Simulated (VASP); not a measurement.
# Ga12As11 (a cell with a defect) in VASP: further runs, part 2 of 3

VASP 6.6.1.

## (3) Single point, PBEsol, collinear spin, ferromagnetic start

INCAR

```
PREC = Accurate ; ENCUT = 350
EDIFF = 1E-5 ; ISMEAR = 0
SIGMA = 0.03 ; LREAL = Auto
LASPH = True ; NELM = 120
ALGO = Normal ; ISIF = 2
LWAVE = False ; LCHARG = False
ISPIN = 2 ; MAGMOM = 0.1 0.1 0.1 0 0.1 0 0 0 0 0 0 0 0 0 0 0 0 0 0 0 0 0 0
LORBIT = 11 ; GGA = PS
NELECT = 210.0
```

KPOINTS

```
Automatic mesh
0
Gamma
  2 2 2
```

POSCAR

```
Ga12As11
1.0
    0.0000000000      8.4805500000      8.4805500000
    5.6537000000      0.0000000000      5.6537000000
    5.6537000000      5.6537000000      0.0000000000
Ga As
12 11
Direct
    0.0000000000      0.0000000000      0.0000000000
    0.0000000000      0.0000000000      0.5000000000
    0.0000000000      0.5000000000      0.0000000000
    0.0000000000      0.5000000000      0.5000000000
    0.3333330000      0.0000000000      0.0000000000
    0.3333330000      0.0000000000      0.5000000000
    0.3333330000      0.5000000000      0.0000000000
    0.3333330000      0.5000000000      0.5000000000
    0.6666670000      0.0000000000      0.0000000000
    0.6666670000      0.0000000000      0.5000000000
    0.6666670000      0.5000000000      0.0000000000
    0.6666670000      0.5000000000      0.5000000000
    0.0833333333      0.1250000000      0.6250000000
    0.0833333333      0.6250000000      0.1250000000
    0.0833333333      0.6250000000      0.6250000000
    0.4166663333      0.1250000000      0.1250000000
    0.4166663333      0.1250000000      0.6250000000
    0.4166663333      0.6250000000      0.1250000000
    0.4166663333      0.6250000000      0.6250000000
    0.7500003333      0.1250000000      0.1250000000
    0.7500003333      0.1250000000      0.6250000000
    0.7500003333      0.6250000000      0.1250000000
    0.7500003333      0.6250000000      0.6250000000
```

Potentials or basis: VASP PAW PBE potentials, release 64 (Ga_d, As).

Launch:

```
$ cat potpaw_PBE.64/Ga_d/POTCAR potpaw_PBE.64/As/POTCAR > POTCAR
$ mpirun -np 1 vasp_std > vasp.out
```

OUTCAR:

```text
PREC = Accurate
   ENCUT = 350
   EDIFF = 1E-5
   ISMEAR = 0
   LREAL = Auto
   LASPH = True
   NELM = 120
   ISIF = 2
   ISPIN = 2
   LORBIT = 11
   GGA = PS
   NELECT = 210.0

 ion  position               nearest neighbor table
   1  0.000  0.000  0.000-  20 2.45  14 2.45  13 2.45
   2  0.000  0.000  0.500-  21 2.45  13 2.45  15 2.45
   3  0.000  0.500  0.000-  22 2.45  14 2.45  15 2.45
   4  0.000  0.500  0.500-  23 2.45  15 2.45  13 2.45  14 2.45
   5  0.333  0.000  0.000-  16 2.45  17 2.45  18 2.45
   6  0.333  0.000  0.500-  13 2.45  17 2.45  16 2.45  19 2.45
   7  0.333  0.500  0.000-  14 2.45  18 2.45  16 2.45  19 2.45
   8  0.333  0.500  0.500-  15 2.45  19 2.45  18 2.45  17 2.45
   9  0.667  0.000  0.000-  20 2.45  21 2.45  22 2.45  16 2.45
  10  0.667  0.000  0.500-  21 2.45  20 2.45  23 2.45  17 2.45
  11  0.667  0.500  0.000-  22 2.45  20 2.45  23 2.45  18 2.45
[... 10 lines left out ...]
  22  0.750  0.625  0.125-   3 2.45  11 2.45   9 2.45  12 2.45
  23  0.750  0.625  0.625-   4 2.45  12 2.45  11 2.45  10 2.45

  LATTYP: Found a face centered orthorhombic cell.
 ALAT       =     7.9955392176
 B/A-ratio  =     1.7320508076
 C/A-ratio  =     2.4494897428

  Lattice vectors:

 A1 = (   0.0000000000,   8.4805500000,   8.4805500000)
 A2 = (  -5.6537000000,   2.8268500000,   8.4805500000)
 A3 = (   5.6537000000,   0.0000000000,   5.6537000000)

Analysis of symmetry for initial positions (statically):
=====================================================================
 Subroutine PRICEL returns:
 Original cell was already a primitive cell.

 Routine SETGRP: Setting up the symmetry group for a
 face centered orthorhombic supercell.

 Subroutine GETGRP returns: Found  2 space group operations
 (whereof  2 operations were pure point group operations)
 out of a pool of  8 trial point group operations.

[... 216 lines left out ...]
      3     -11.5742      1.00000
      4     -11.4804      1.00000
      5     -11.4777      1.00000
      6     -11.4770      1.00000
[... 709 lines left out ...]
    116       6.5468      0.00000
    117       6.6060      0.00000
 Fermi energy:         3.3480027144

 spin component 2

 k-point     1 :       0.0000    0.0000    0.0000
  band No.  band energies     occupation
      1     -11.5795      1.00000
      2     -11.5742      1.00000
      3     -11.5741      1.00000
      4     -11.4803      1.00000
      5     -11.4777      1.00000
      6     -11.4769      1.00000
[... 709 lines left out ...]
    116       6.5468      0.00000
    117       6.6060      0.00000
 [bands above 117 left out]

------------------------ aborting loop because EDIFF is reached ----------------------------------------

  FORCE on cell =-STRESS in cart. coord.  units (eV):
  Direction    XX          YY          ZZ          XY          YZ          ZX
  --------------------------------------------------------------------------------------
  -------------------------------------------------------------------------------------
  Total       -9.0794542     -8.3800923     -8.3800923      1.4387435     -1.1133761      1.4387436
  in kB      -26.8318606    -24.7650864    -24.7650864      4.2518157     -3.2902806      4.2518160
  external PRESSURE =     -25.4540111 kB  Pullay stress =       0.0000000 kB

 VOLUME and BASIS-vectors are now :
 -----------------------------------------------------------------------------
  energy-cutoff  :      350.00
  volume of cell :      542.15
      direct lattice vectors                 reciprocal lattice vectors
     0.000000000  8.480550000  8.480550000    -0.058958440  0.058958440  0.058958440
     5.653700000  0.000000000  5.653700000     0.088437660 -0.088437660  0.088437660
     5.653700000  5.653700000  0.000000000     0.088437660  0.088437660 -0.088437660

 POSITION                                       TOTAL-FORCE (eV/Angst)
 -----------------------------------------------------------------------------------
      0.00000      0.00000      0.00000        -0.098166     -0.063732     -0.063732
      2.82685      2.82685      0.00000         0.139380      0.133715     -0.193333
      2.82685      0.00000      2.82685         0.139380     -0.193333      0.133715
      5.65370      2.82685      2.82685         0.092092     -0.067009     -0.067009
      0.00000      2.82685      2.82685        -0.277044      0.222658      0.222658
      2.82685      5.65370      2.82685        -0.076449      0.134848     -0.057854
[... 15 lines left out ...]
      4.24027      7.06713      9.89398        -0.121917      0.144956     -0.150538
      7.06712      9.89398      9.89398         0.015588     -0.015532     -0.015532
 -----------------------------------------------------------------------------------
    total drift:                                0.005906      0.004679      0.004675

  FREE ENERGIE OF THE ION-ELECTRON SYSTEM (eV)
  ---------------------------------------------------
  free  energy   TOTEN  =      -103.4872741991 eV

  energy  without entropy=     -103.4872060657  energy(sigma->0) =     -103.48724013

 total charge

# of ion       s       p       d       tot
------------------------------------------
    1        0.946   0.655   9.969  11.569
    2        0.938   0.660   9.969  11.568
    3        0.938   0.660   9.969  11.568
    4        0.871   0.800   9.992  11.662
    5        0.919   0.663   9.972  11.554
    6        0.871   0.800   9.992  11.662
[... 15 lines left out ...]
   22        1.208   1.582   0.030   2.820
   23        1.202   1.592   0.030   2.824
--------------------------------------------------
tot         24.034  26.350 120.154 170.538

 magnetization (x)

# of ion       s       p       d       tot
------------------------------------------
    1        0.000  -0.000  -0.000  -0.000
    2       -0.000  -0.000   0.000  -0.000
    3       -0.000  -0.000   0.000  -0.000
    4        0.000  -0.000  -0.000  -0.000
    5       -0.000  -0.000   0.000  -0.000
    6       -0.000  -0.000   0.000  -0.000
[... 15 lines left out ...]
   22        0.000   0.000  -0.000   0.000
   23        0.000   0.000   0.000   0.000
--------------------------------------------------
tot          0.000   0.000   0.000   0.000
```

OSZICAR:

```text
N       E                     dE             d eps       ncg     rms          rms(c)
DAV:   1     0.201028955979E+04    0.20103E+04   -0.70501E+04  3152   0.187E+03
DAV:   2     0.298715858667E+03   -0.17116E+04   -0.16585E+04  3264   0.532E+02
DAV:   3    -0.656457825327E+02   -0.36436E+03   -0.33774E+03  3584   0.182E+02
DAV:   4    -0.103683110864E+03   -0.38037E+02   -0.36934E+02  3672   0.572E+01
DAV:   5    -0.105919714405E+03   -0.22366E+01   -0.22226E+01  4008   0.142E+01    0.103E+01
DAV:   6    -0.103838437722E+03    0.20813E+01   -0.38109E+00  4280   0.153E+01    0.563E+00
DAV:   7    -0.103477384127E+03    0.36105E+00   -0.23671E+00  3460   0.723E+00    0.183E+00
DAV:   8    -0.103486479109E+03   -0.90950E-02   -0.50455E-01  3576   0.465E+00    0.982E-01
DAV:   9    -0.103485198608E+03    0.12805E-02   -0.94585E-02  3976   0.285E+00    0.232E-01
DAV:  10    -0.103486314078E+03   -0.11155E-02   -0.17799E-02  3360   0.114E+00    0.156E-01
DAV:  11    -0.103486888413E+03   -0.57434E-03   -0.46654E-03  3928   0.482E-01    0.100E-01
DAV:  12    -0.103487216879E+03   -0.32847E-03   -0.13356E-03  3368   0.394E-01    0.282E-02
DAV:  13    -0.103487254656E+03   -0.37776E-04   -0.40791E-04  3584   0.189E-01    0.189E-02
DAV:  14    -0.103487270576E+03   -0.15921E-04   -0.19769E-04  3776   0.641E-02    0.139E-02
DAV:  15    -0.103487274199E+03   -0.36227E-05   -0.17654E-05  2144   0.578E-02
   1 F= -.10348727E+03 E0= -.10348724E+03  d E =-.681334E-04  mag=     0.0001
```

stdout:

```text
POSCAR found type information on POSCAR GaAs
 POSCAR found :  2 types and      23 ions
 scaLAPACK will be used
 -----------------------------------------------------------------------------
|                                                                             |
|                                                                             |
|     You enforced a specific xc type in the INCAR file but a different       |
|     I HOPE YOU KNOW WHAT YOU ARE DOING!                                     |
|                                                                             |
 -----------------------------------------------------------------------------

 LDA part: xc-table for (Slater+PW92), standard interpolation
 POSCAR, INCAR and KPOINTS ok, starting setup
 FFT: planning ... GRIDC
 FFT: planning ... GRID_SOFT
 FFT: planning ... GRID
 WAVECAR not read
 entering main loop
 the old and the new charge density differ
 old charge density:   211.00000 new  209.99999
    0.103E+01
```

It took 12 min on 1 thread of Intel Xeon Platinum 8488C (Sapphire Rapids), shared host; peak memory 0.76 GiB.

What came out:

```
Free energy                                           : -103.4873 eV
Largest force                                         : 0.463 eV/Å
Band gap on the k mesh                                : 0.13 eV, indirect (least direct gap 0.36 eV)
Net moment                                            : 0.00 μB per cell
Valence electrons inside the program's atomic spheres : Ga 11.57, 11.66, 11.55; As 2.81, 2.82, 2.83
```

Forces in eV/Å, atoms in the order of the input:
```
Ga  -0.098 -0.064 -0.064
Ga   0.139  0.134 -0.193
Ga   0.139 -0.193  0.134
Ga   0.092 -0.067 -0.067
Ga  -0.277  0.223  0.223
Ga  -0.076  0.135 -0.058
Ga  -0.076 -0.058  0.135
Ga   0.055  0.061  0.061
Ga  -0.254  0.135  0.135
Ga  -0.074  0.274 -0.046
Ga  -0.074 -0.046  0.274
Ga   0.101 -0.002 -0.002
As  -0.056 -0.012  0.193
As  -0.056  0.193 -0.012
As  -0.228  0.054  0.054
As   0.333 -0.227 -0.227
As   0.221 -0.259 -0.208
As   0.221 -0.208 -0.259
As   0.007 -0.012 -0.012
As   0.189 -0.038 -0.038
As  -0.122 -0.151  0.145
As  -0.122  0.145 -0.151
As   0.016 -0.016 -0.016
```

Caveat: the k mesh is coarse (spacing up to 0.48 Å⁻¹), so the values aren't converged; the cell is charged against a uniform background, so pressure and absolute levels hang on convention; the cutoff is under 1.25 times the usual one of these potentials, so pressure, stress and relaxed cells hold a basis-set (Pulay) error; the PAW data sets were made with another functional, which shifts forces and pressure a little. PBEsol gaps usually lie below the measured ones, often by a third to a half.

(Continued in part 3 of 3.)
